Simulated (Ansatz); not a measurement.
**Zr under changes of volume**

One of the cells (23.281 Å³/atom); the others are scaled copies at fixed shape and fractional positions:

```
CELL_PARAMETERS angstrom
3.23200 0.00000 0.00000
-1.61600 2.79899 0.00000
0.00000 0.00000 5.14700
ATOMIC_POSITIONS crystal
Zr 0.66667 0.33333 0.75000
Zr 0.33333 0.66667 0.25000
```

```yaml
Program: Ansatz 0.2.0
Functional: LDA
Potentials_or_basis: Ansatz PAW
Cutoff: "420 eV (not typed: the program's choice for these potentials)"
k_mesh: 9 × 9 × 5
Occupations: fermi-dirac, width 0.05 eV
Spin: no spin polarisation
```

```tsv
volume (Å³/atom)	energy over the lowest point (meV/atom)	pressure (GPa)
21.884	0.00	-0.3
22.350	3.98	-2.4
22.815	13.79	-4.3
23.281	28.91	-6.1
23.746	48.88	-7.7
24.212	73.31	-9.2
24.678	?	?
```

Question: What does the run at 24.678 Å³/atom give?

Answer: Energy over the lowest point 101.82 meV/atom; pressure -10.5 GPa.

Worked out: A Birch-Murnaghan fit of order 3 (a polynomial in V^(-2/3)) to the other rows has its minimum at 21.82 Å³/atom, just outside them, with B0 = V·E''(V) = 104 GPa and B' = 3.3 at fixed shape and positions, which overstates the stiffness. It gives 101.80 meV/atom at 24.678 Å³/atom, against the run's 101.82, and -dE/dV = -10.5 GPa, against -10.5.

Energies are extrapolated to zero smearing.

Caveats: the PAW data sets come from PBE, with cores solved anew for the run's functional, which leaves a small shift of forces and pressure.
